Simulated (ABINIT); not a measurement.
# RbBr (Fm-3m): G0W0 with ABINIT, start to end, part 3 of 3

How does a plane-wave GW calculation on RbBr (Fm-3m) run from the first input to the gap?

ABINIT 10.8.3; PBE and many-body steps on it, plane waves. Known limits of the many-body steps: not at the basis limit; no spin-orbit coupling.

So far. Step 4 (Empty states on the mesh, 4×4×4 mesh, 69 bands): On this mesh the gap is 4.364 eV. Step 5 (Screening, 4×4×4 mesh, 61 bands, screening to 106.1 eV): Local fields lower ε∞ by 17 %.

The database entry behind the starting cell differs from later determinations by our own check (about 0.5 % short), so it need not match the best structure at ambient conditions.

## 6. Self-energy, 4×4×4 mesh, 61 bands, screening to 106.1 eV

The self-energy is evaluated for the states that the input lists, and the levels follow from it, in one-shot runs by the linearised quasiparticle equation.

This step: G0W0 on PBE, plane waves, norm-conserving pseudopotentials.

Input file run.abi:

```
acell 3*1.0 Angstrom
rprim 
  0.000000000000 3.427000000000 3.427000000000
  3.427000000000 0.000000000000 3.427000000000
  3.427000000000 3.427000000000 -0.000000000000
ntypat 2
znucl 37 35
natom 2
typat 1 2
xred 
  0.000000000000 0.000000000000 0.000000000000
  0.500000000000 0.500000000000 0.500000000000
pp_dirpath "pseudos"
pseudos "Rb.upf, Br.upf"
ecut 19
ngkpt 4 4 4
nshiftk 1
shiftk 0 0 0
kptopt 1
chksymbreak 0
istwfk *1
occopt 1
irdwfk 1
optdriver 4
nband 61
gwcalctyp 0
ecutsigx 19
symsigma 1
nkptgw 1
kptgw 
  0.0000000000 0.0000000000 0.0000000000
bdgw 
  6 12
ecuteps 3.9
irdscr 1
ppmodel 1
indata_prefix "in"
outdata_prefix "out"
tmpdata_prefix "tmp"
```

Run with:

```sh
$ OMP_NUM_THREADS=1 mpirun -n 4 abinit run.abi > log
```

Numbers of over 12 decimals in the logs are rounded to 6 here.

Log:

```text
.Version 10.8.3 of ABINIT. v10.8.2 released Aug 2026.

 Symmetries : space group Fm -3 m (#225); Bravais cF (face-center cubic)
[... echo of the input left out ...]
== DATASET  1 ==================================================================
-   mpi_nproc: 4, omp_nthreads: 1 (-1 if OMP is not activated)

--- !DatasetInfo
iteration_state: {dtset: 1, }
dimensions: {natom: 2, nkpt: 8, mband: 61, nsppol: 1, nspinor: 1, nspden: 1, mpw: 2180, }
cutoff_energies: {ecut:  19.0, pawecutdg:  -1.0, }
electrons: {nelect:   1.60000000E+01, charge:   0.00000000E+00, occopt:   1.00000000E+00, tsmear:   1.00000000E-02, }

 SIGMA: Calculation of the GW corrections

 Based on a program developped by R.W. Godby, V. Olevano, G. Onida, and L. Reining.
 Incorporated in ABINIT by V. Olevano, G.-M. Rignanese, and M. Torrent.
.Using double precision arithmetic ; gwpc =  8

[... cell and pseudopotentials left out ...]
--------------------------------------------------------------------------------

 ==== K-mesh for the wavefunctions ====
 Number of points in the irreducible wedge :     8
[... list of points left out ...]
 Together with 48 symmetry operations and time-reversal symmetry
 yields    64 points in the full Brillouin Zone.

 ==== Q-mesh for screening function ====
 Number of points in the irreducible wedge :     8
[... list of points left out ...]
 Together with 48 symmetry operations and time-reversal symmetry
 yields    64 points in the full Brillouin Zone.

 vcoul_init : cutoff-mode = AUXILIARY_FUNCTION
 q-points for optical limit:   1
     1)      0.000010    0.000020    0.000030
 setmesh: FFT mesh size selected  =    36x   36x   36
          total number of points  =        46656

 Number of electrons calculated from density =   16.0000; Expected =   16.0000
 average of density, n =  0.029454
 r_s =    2.0087
 omega_plasma =   16.5551 [eV]

 === KS Band Gaps ===
  >>>> For spin  1
   Minimum direct gap =   4.3636 [eV], located at k-point      :   0.0000  0.0000  0.0000
   Fundamental gap    =   4.3636 [eV], Top of valence bands at :   0.0000  0.0000  0.0000
                                       Bottom of conduction at :   0.0000  0.0000  0.0000
 SIGMA fundamental parameters:
 PLASMON POLE MODEL  1
 number of plane-waves for SigmaX                 2109
 number of plane-waves for SigmaC and W            181
 number of plane-waves for wavefunctions          2109
 number of bands                                    61
 number of independent spin polarizations            1
 number of spinorial components                      1
 number of k-points in IBZ                           8
 number of q-points in IBZ                           8
 number of symmetry operations                      48
 number of k-points in BZ                           64
 number of q-points in BZ                           64
 number of frequencies for dSigma/dE                 9
 frequency step for dSigma/dE [eV]                0.25
 number of omega for Sigma on real axis              0
 max omega for Sigma on real axis  [eV]           0.00
 zcut for avoiding poles [eV]                     0.10

 EPSILON^-1 parameters (SCR file):
 dimension of the eps^-1 matrix on file            181
 dimension of the eps^-1 matrix used               181
 number of plane-waves for wavefunctions          2109
 number of bands                                    61
 number of q-points in IBZ                           8
 number of frequencies                               2
 number of real frequencies                          1
 number of imag frequencies                          1

 matrix elements of self-energy operator (all in [eV])

 Perturbative Calculation

--- !SelfEnergy_ee
iteration_state: {dtset: 1, }
kpoint     : [   0.000,    0.000,    0.000, ]
spin       : 1
KS_gap     :    4.364
QP_gap     :    6.539
Delta_QP_KS:    2.175
data: !SigmaeeData |
     Band     E0 <VxcDFT>   SigX SigC(E0)      Z dSigC/dE  Sig(E)    E-E0       E
        6  -1.042 -12.668 -16.491   2.062   0.817  -0.224 -14.107  -1.438  -2.480
        7  -1.042 -12.668 -16.491   2.062   0.817  -0.224 -14.107  -1.438  -2.480
        8  -1.042 -12.668 -16.491   2.062   0.817  -0.224 -14.107  -1.438  -2.480
        9   3.322  -6.375  -2.894  -2.634   0.870  -0.150  -5.638   0.737   4.059
       10   6.243  -7.381  -3.248  -2.649   0.865  -0.155  -6.097   1.284   7.527
       11   6.243  -7.381  -3.248  -2.649   0.865  -0.155  -6.097   1.284   7.527
       12   6.243  -7.381  -3.248  -2.649   0.865  -0.155  -6.097   1.284   7.527

== END DATASET(S) ==============================================================
================================================================================

 -outvars: echo values of variables after computation  --------
           etotal      0.0000000000E+00
            nband          61
             nkpt           8
          spgroup         225
 [... the other variables as echoed above ...]

 Calculation completed.
```

The job ended after 3.2 s (4 MPI ranks of Arm Neoverse V2, shared host; peak memory 0.54 GiB).

This step gave:

- G0W0 gap on the points computed: 6.539 eV
- starting gap on the mesh: 4.364 eV
- k of the valence top: 0, 0, 0
- k of the conduction bottom: 0, 0, 0
- Z at the valence top: 0.817
- Z at the conduction bottom: 0.87
- least direct G0W0 gap on the computed points: 6.539 eV

The gap on the mesh goes from 4.36 eV to 6.54 eV, a correction of +2.18 eV.

Limits: finite bands, cutoff and mesh; no spin-orbit coupling. v1 is the top filled band, c1 the lowest empty one. Levels before and after the correction, in eV, zero at the valence-band top of each column:

```tsv
	conduction bottom	valence top
Kohn-Sham	4.36	0.00
G0W0	6.54	0.00
```

```tsv
	level	energy (eV)
Kohn-Sham	Γ v3-v1	0.000
Kohn-Sham	Γ c1	4.364
Kohn-Sham	Γ c2-c4	7.285
G0W0	Γ v3-v1	0.000
G0W0	Γ c1	6.539
G0W0	Γ c2-c4	10.007
```

## 7. Where the time went

Times are wall times on 4 MPI ranks of Arm Neoverse V2, shared host, good to a factor of about two.

```tsv
step	time	share	memory (GiB)
ground state	4.4 s	13 %	0.31
bands along the symmetry lines	6.7 s	19 %	0.31
empty states on the mesh	14 s	41 %	1.3
screening	6.3 s	18 %	0.53
self-energy	3.2 s	9 %	0.54
```

## 8. Results

```
PBE gap              : 4.36 eV, direct
G0W0 gap on the mesh : 6.54 eV
GW settings          : 4×4×4 mesh, 61 bands, screening to 106.1 eV, Godby-Needs plasmon pole
known limits         : not at the basis limit; no spin-orbit coupling
```

In words: G0W0 moves the gap on the mesh from 4.36 eV to 6.54 eV (+2.18 eV), with Z of 0.82 and 0.87 at the edges. Local fields lower the RPA ε∞ on this mesh from 2.84 to 2.37. Only 1 of the mesh's irreducible points was corrected, so a valley elsewhere could overtake. The dearest step here is «empty states on the mesh». Bands and cutoff are finite, so the gap is not at the basis limit. The miss can reach some tenths of an eV and take either sign; the mesh is an error of its own. In the G0W0 run levels were corrected at 1 k point alone, so a gap called «on the mesh» is the least over those, and an edge elsewhere would be missed. The many-body steps are scalar-relativistic: spin-orbit coupling is not in them.

[Paths, hosts, dates, memory and timing lines, banners, echoed tables and standing remarks are left out of the program output.]

[Logs are printed without paths, hosts, clocks, repeated set-up lines and the standing remarks that a program may print on its own settings, such as how far it seeks lower states.]

[Runs of the session that timed out or met a known fault of the program may be left out.]

[Hosts, paths, dates, database ids (printed as entryN), source tags and the programs' standing remarks are cut or masked in the printed files.]

[G0W0 gaps are taken among the corrected bands and points alone; a level outside them can change the order at an edge.]

[Where Ansatz stands beside ABINIT at settings called matched, ABINIT's density can come from a denser mesh and the files from another edition; pairs whose starting gaps differed by over 0.03 eV were left out, so agreement reads better than it is.]
